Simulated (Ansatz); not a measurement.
TiSe2: computed DOS

```
Ti Se
1.0
     3.53600    0.00000    0.00000
    -1.76800    3.06227    0.00000
     0.00000    0.00000    6.00400
Ti Se
1 2
Direct
  0.00000 0.00000 0.00000
  0.33333 0.66667 0.25520
  0.66667 0.33333 0.74480
```

Conventional cell: a = 3.536 Å, b = 3.536 Å, c = 6.004 Å, α = 90.00°, β = 90.00°, γ = 120.00°. Ti (atom 1) is surrounded by 6 Se at 2.55 Å. Se (atom 2) is surrounded by 3 Ti at 2.55 Å.

The cell is COD entry 1548816, which may be a prediction rather than a measurement; nothing was relaxed.

Level of theory: Ansatz 0.2.0, DFT, PBE, all-electron LAPW, scalar-relativistic.

Settings: a Γ-centred 12×12×6 k mesh, Fermi–Dirac smearing of 0.03 eV, basis error target 1 meV/atom, no spin polarisation.

States per eV and cell, averaged over 0.6 eV, from -13.0 to 1.8 eV, with energies (bin centres) from the Fermi level; empty bins are left out. The partial columns, the largest 4 alone, are projections on Löwdin-orthogonalised atomic shells (those that the program's projection atoms carry: the occupied ones and, for some elements, an empty d or f shell; other empty shells have no column), summed over atoms of an element. Weights on diffuse s and p shells depend on that basis and aren't pure angular character.

```json
{"E (eV)": "-12.8", "total": "2.12", "Se 4p": "0.06", "Ti 3d": "0.07", "Se 4s": "1.82", "Ti 4s": "0.16"}
{"E (eV)": "-12.2", "total": "3.66", "Se 4p": "0.05", "Ti 3d": "0.22", "Se 4s": "3.32", "Ti 4s": "0.05"}
{"E (eV)": "-5.0", "total": "1.03", "Se 4p": "0.76", "Ti 3d": "0.15", "Se 4s": "0.02", "Ti 4s": "0.09"}
{"E (eV)": "-4.4", "total": "3.08", "Se 4p": "2.43", "Ti 3d": "0.41", "Se 4s": "0.06", "Ti 4s": "0.14"}
{"E (eV)": "-3.8", "total": "1.81", "Se 4p": "1.40", "Ti 3d": "0.26", "Se 4s": "0.06", "Ti 4s": "0.07"}
{"E (eV)": "-3.2", "total": "2.01", "Se 4p": "1.47", "Ti 3d": "0.41", "Se 4s": "0.04", "Ti 4s": "0.05"}
{"E (eV)": "-2.6", "total": "4.33", "Se 4p": "2.91", "Ti 3d": "1.28", "Se 4s": "0.06", "Ti 4s": "0.03"}
{"E (eV)": "-2.0", "total": "3.38", "Se 4p": "2.33", "Ti 3d": "0.92", "Se 4s": "0.06", "Ti 4s": "0.02"}
{"E (eV)": "-1.4", "total": "2.69", "Se 4p": "2.14", "Ti 3d": "0.44", "Se 4s": "0.04", "Ti 4s": "0.01"}
{"E (eV)": "-0.8", "total": "1.18", "Se 4p": "0.88", "Ti 3d": "0.26", "Se 4s": "0.01", "Ti 4s": "0.00"}
{"E (eV)": "-0.2", "total": "0.56", "Se 4p": "0.33", "Ti 3d": "0.21", "Se 4s": "0.00", "Ti 4s": "0.00"}
{"E (eV)": "0.4", "total": "2.44", "Se 4p": "0.38", "Ti 3d": "1.97", "Se 4s": "0.03", "Ti 4s": "0.02"}
{"E (eV)": "1.0", "total": "2.01", "Se 4p": "0.47", "Ti 3d": "1.50", "Se 4s": "0.01", "Ti 4s": "0.01"}
{"E (eV)": "1.6", "total": "5.44", "Se 4p": "0.85", "Ti 3d": "4.48", "Se 4s": "0.02", "Ti 4s": "0.06"}
```

(1) Which of the resolved shells contributes most within 0.3 eV of the Fermi level?

(2) Where is the centre of the filled Ti 3d states between -14 eV and the top of the filled states?

Results:

(1) Ti 3d, with 63 % of all states there; Se 4p follows with 34 %.

(2) -3.21 eV from the Fermi level.
